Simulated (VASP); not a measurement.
# CoSi2 (Fm-3m) in VASP: notebook, part 2 of 3

VASP 6.6.1.

**3. Relaxation of cell and atoms, PBEsol**

This run uses another cell than the first one, of 12.49 Å³/atom, 0.976 times its volume.

INCAR reads:

```
SYSTEM = CoSi2
ALGO = Normal ; EDIFF = 1E-7
EDIFFG = -0.005 ; ENCUT = 600
GGA = PS ; IBRION = 2
ISIF = 3 ; ISMEAR = 1
LASPH = .True. ; LCHARG = .False.
LREAL = .False. ; LWAVE = .False.
NELM = 80 ; NSW = 90
PREC = Accurate ; SIGMA = 0.1
```

KPOINTS reads:

```
k-points
0
Gamma
  12 12 12
  0 0 0
```

POSCAR reads:

```
CoSi2                                   
1.0
    0.0000000000      2.6560309001      2.6560309001
    2.6560309001      0.0000000000      2.6560309001
    2.6560309001      2.6560309001     -0.0000000000
  Co              Si            
     1     2
Direct
     1.0000000000000000    0.0000000000000000    0.0000000000000000
     0.2500000000000000    0.2500000000000000    0.2500000000000000
     0.7500000000000000    0.7500000000000000    0.7500000000000000
```

Potentials or basis: VASP PAW PBE potentials, release 64 (Co, Si).

Command:

```console
cat potpaw_PBE.64/Co/POTCAR potpaw_PBE.64/Si/POTCAR > POTCAR
mpirun -np 1 vasp_std > vasp.out
```

OUTCAR:

```text
SYSTEM = CoSi2
   EDIFF = 1E-7
   EDIFFG = -0.005
   ENCUT = 600
   GGA = PS
   IBRION = 2
   ISIF = 3
   ISMEAR = 1
   LASPH = .True.
   LREAL = .False.
   NELM = 80
   NSW = 90
   PREC = Accurate

 ion  position               nearest neighbor table
   1  0.000  0.000  0.000-   3 2.30   3 2.30   3 2.30   2 2.30   3 2.30   2 2.30   2 2.30   2 2.30

   2  0.250  0.250  0.250-   1 2.30   1 2.30   1 2.30   1 2.30   3 2.66   3 2.66   3 2.66   3 2.66
                             3 2.66   3 2.66
   3  0.750  0.750  0.750-   1 2.30   1 2.30   1 2.30   1 2.30   2 2.66   2 2.66   2 2.66   2 2.66
                             2 2.66   2 2.66

  LATTYP: Found a face centered cubic cell.
 ALAT       =     5.3120618002

  Lattice vectors:

 A1 = (   0.0000000000,   2.6560309001,   2.6560309001)
 A2 = (   2.6560309001,   0.0000000000,   2.6560309001)
 A3 = (   2.6560309001,   2.6560309001,   0.0000000000)

Analysis of symmetry for initial positions (statically):
=====================================================================
 Subroutine PRICEL returns:
 Original cell was already a primitive cell.

 Routine SETGRP: Setting up the symmetry group for a
 face centered cubic supercell.

 Subroutine GETGRP returns: Found 48 space group operations
 (whereof 48 operations were pure point group operations)
 out of a pool of 48 trial point group operations.

The static configuration has the point symmetry O_h .

Analysis of symmetry for dynamics (positions and initial velocities):
=====================================================================
 Subroutine PRICEL returns:
 Original cell was already a primitive cell.

 Routine SETGRP: Setting up the symmetry group for a
 face centered cubic supercell.

 Subroutine GETGRP returns: Found 48 space group operations
 (whereof 48 operations were pure point group operations)
 out of a pool of 48 trial point group operations.

The dynamic configuration has the point symmetry O_h .

 Subroutine INISYM returns: Found 48 space group operations
 (whereof 48 operations are pure point group operations),
 and found     1 'primitive' translations

----------------------------------------------------------------------------------------

                                     Primitive cell

  volume of cell :      37.4739

  direct lattice vectors                    reciprocal lattice vectors
     0.000000000  2.656030900  2.656030900    -0.188250822  0.188250822  0.188250822
     2.656030900  0.000000000  2.656030900     0.188250822 -0.188250822  0.188250822
     2.656030900  2.656030900  0.000000000     0.188250822  0.188250822 -0.188250822

  length of vectors
     3.756194921  3.756194921  3.756194921     0.326059988  0.326059988  0.326059988

  position of ions in fractional coordinates (direct lattice)
     0.000000000  0.000000000  0.000000000
     0.250000000  0.250000000  0.250000000
     0.750000000  0.750000000  0.750000000

  ion indices of the primitive-cell ions
   primitive index   ion index
                 1           1
                 2           2
                 3           3

[... 55 lines left out ...]
   total plane-waves  NPLWV =  27000
   dimension x,y,z NGX =    30 NGY =   30 NGZ =   30
   dimension x,y,z NGXF=    60 NGYF=   60 NGZF=   60
   ions per type =               1   2
   NGX,Y,Z   is equivalent  to a cutoff of  13.28, 13.28, 13.28 a.u.
   NGXF,Y,Z  is equivalent  to a cutoff of  26.56, 26.56, 26.56 a.u.
 SYSTEM =  CoSi2
   PREC   = accura    normal or accurate (medium, high low for compatibility)
   ISTART =      0    job   : 0-new  1-cont  2-samecut
   ICHARG =      2    charge: 1-file 2-atom 10-const
   ISPIN  =      1    spin polarized calculation?
   LNONCOLLINEAR =      F non collinear calculations
   LSORBIT =      F    spin-orbit coupling
   LASPH  =      T    aspherical Exc in radial PAW
   ENCUT  =  600.0 eV  44.10 Ry    6.64 a.u.   7.50  7.50  7.50*2*pi/ulx,y,z
   NELM   =     80;   NELMIN=  2; NELMDL= -5     # of ELM steps
   EDIFF  = 0.1E-06   stopping-criterion for ELM
   LREAL  =      F    real-space projection
   EDIFFG = -.5E-02   stopping-criterion for IOM
   NSW    =     90    number of steps for IOM
   IBRION =      2    ionic relax: 0-MD 1-quasi-New 2-CG
   NFREE  =      1    steps in history (QN), initial steepest desc. (CG)
   ISIF   =      3    stress and relaxation
   ISYM   =      2    0-nonsym 1-usesym 2-fastsym
   POTIM  = 0.5000    time-step for ionic-motion
   TEBEG  =    0.0;   TEEND  =   0.0 temperature during run
   PSTRESS=    0.0 pullay stress
   NELECT =      17.0000    total number of electrons
   NUPDOWN=      -1.0000    fix difference up-down
   EMIN   =  10.00;   EMAX   =-10.00  energy-range for DOS
   EFERMI =   0.00;   METHOD = LEGACY
   ISMEAR =     1;   SIGMA  =   0.10  broadening in eV -4-tet -1-fermi 0-gaus
   EFERMI_NEDOS =   21; number of points for ismear=-14 and -15
   IALGO  =     38    algorithm
   IMIX   =      4    mixing-type and parameters
     AMIX     =   0.40;   BMIX     =  1.00
     AMIX_MAG =   1.60;   BMIX_MAG =  1.00
  volume/ion in A,a.u.               =      12.49        84.30
  Fermi-wavevector in a.u.,A,eV,Ry     =   1.257906  2.377097 21.528856  1.582326
  Thomas-Fermi vector in A             =   2.391541
   LORBIT       =      0    0 simple, 1 ext, 2 COOP (PROOUT), +10 PAW based schemes
   GGA     = PS    functional components
   LHFCALC =     F    Hartree Fock is set to
   AEXX    =    0.0000 exact exchange contribution
   IVDW    =     0    specifies the selected vdW correction
   LEPSILON=     F    determine dielectric tensor
   LRPA    =     F    only Hartree local field effects (RPA)
 conjugate gradient relaxation of ions
 non-spin polarized calculation
 Methfessel and Paxton  Order N= 1 SIGMA  =   0.10
  energy-cutoff  :      600.00
  volume of cell :       37.47
 maximum number of plane-waves:      1283
   NGX = 15   NGY = 15   NGZ = 15

 number of electron      17.0000001 magnetization

 Free energy of the ion-electron system (eV)
  ---------------------------------------------------
  ext. energy  EPLUGINS =         0.00000000
  ---------------------------------------------------
  free energy    TOTEN  =       -20.98316407 eV

  energy without entropy =      -20.98311029  energy(sigma->0) =      -20.98314614

 E-fermi :  10.3192     XC(G=0): -11.9691

 val. band max:       10.3028347837   @ k =   0.4167   0.2500   0.0833
 cond. band min:      10.3455177487   @ k =   0.4167   0.0833   0.0000
 fundamental gap:      0.0426829651
 Fermi energy:        10.3192293322

 k-point     1 :       0.0000    0.0000    0.0000
  band No.  band energies     occupation
      1      -2.9792      2.00000
      2       6.1389      2.00000
      3       6.1389      2.00000
      4       6.1389      2.00000
      5       8.3433      2.00000
      6       8.3433      2.00000
      7      11.3687     -0.00000
      8      13.7663      0.00000
      9      13.7663      0.00000
     10      13.8592      0.00000
     11      13.8592      0.00000
     12      13.8592      0.00000
[... 331 lines left out ...]
 k-point    24 :      -0.4167    0.1667    0.0000
  band No.  band energies     occupation
      1       0.5783      2.00000
      2       1.4322      2.00000
      3       5.7599      2.00000
      4       6.7912      2.00000
      5       7.3548      2.00000
      6       8.1772      2.00000
      7       8.6085      2.00000
      8       9.3606      2.00000
      9       9.8844      2.00000
     10      12.6355      0.00000
     11      14.5009      0.00000
     12      15.3927      0.00000

 [... further k-points ...]

------------------------ aborting loop because EDIFF is reached ----------------------------------------

  FORCE on cell =-STRESS in cart. coord.  units (eV):
  Direction    XX          YY          ZZ          XY          YZ          ZX
  --------------------------------------------------------------------------------------
  -------------------------------------------------------------------------------------
  Total        0.0098449      0.0098449      0.0098449      0.0000000     -0.0000000      0.0000000
  in kB        0.4209138      0.4209138      0.4209138      0.0000000     -0.0000000      0.0000000
  external PRESSURE =       0.4209138 kB  Pullay stress =       0.0000000 kB

 VOLUME and BASIS-vectors are now :
 -----------------------------------------------------------------------------
  energy-cutoff  :      600.00
  volume of cell :       37.47
      direct lattice vectors                 reciprocal lattice vectors
     0.000000000  2.656030900  2.656030900    -0.188250822  0.188250822  0.188250822
     2.656030900  0.000000000  2.656030900     0.188250822 -0.188250822  0.188250822
     2.656030900  2.656030900  0.000000000     0.188250822  0.188250822 -0.188250822

 POSITION                                       TOTAL-FORCE (eV/Angst)
 -----------------------------------------------------------------------------------
      0.00000      0.00000      0.00000        -0.000000     -0.000000     -0.000000
      1.32802      1.32802      1.32802         0.000000      0.000000      0.000000
      3.98405      3.98405      3.98405        -0.000000     -0.000000     -0.000000
 -----------------------------------------------------------------------------------
    total drift:                                0.000000     -0.000000     -0.000000

  FREE ENERGIE OF THE ION-ELECTRON SYSTEM (eV)
  ---------------------------------------------------
  free  energy   TOTEN  =       -20.9831640708 eV

  energy  without entropy=      -20.9831102859  energy(sigma->0) =      -20.98314614

 reached required accuracy - stopping structural energy minimisation
```

Run time: 18 s. Hardware: 1 thread of Intel Xeon 6975P-C (Granite Rapids), shared host; peak memory 0.19 GiB.

What came out:

* Free energy: -20.9832 eV
* Pressure after relaxing: 0.0 GPa
* Band gap on the k mesh: none (metal or under the smearing width)

Final structure:
```yaml
crystal:
  lattice:
    - [0.00000, 2.65603, 2.65603]
    - [2.65603, 0.00000, 2.65603]
    - [2.65603, 2.65603, 0.00000]
  atoms:
    - { symbol: Co, position: [0.00000, 0.00000, 0.00000] }
    - { symbol: Si, position: [0.25000, 0.25000, 0.25000] }
    - { symbol: Si, position: [0.75000, 0.75000, 0.75000] }
```

Caveat: the relaxation stopped at its first step, so nothing moved; the PAW data sets were made with another functional, which shifts forces and pressure a little. Spin polarisation is off, so any magnetic state and its effect on volume and gap are missing.

[end of part 2 of 3]
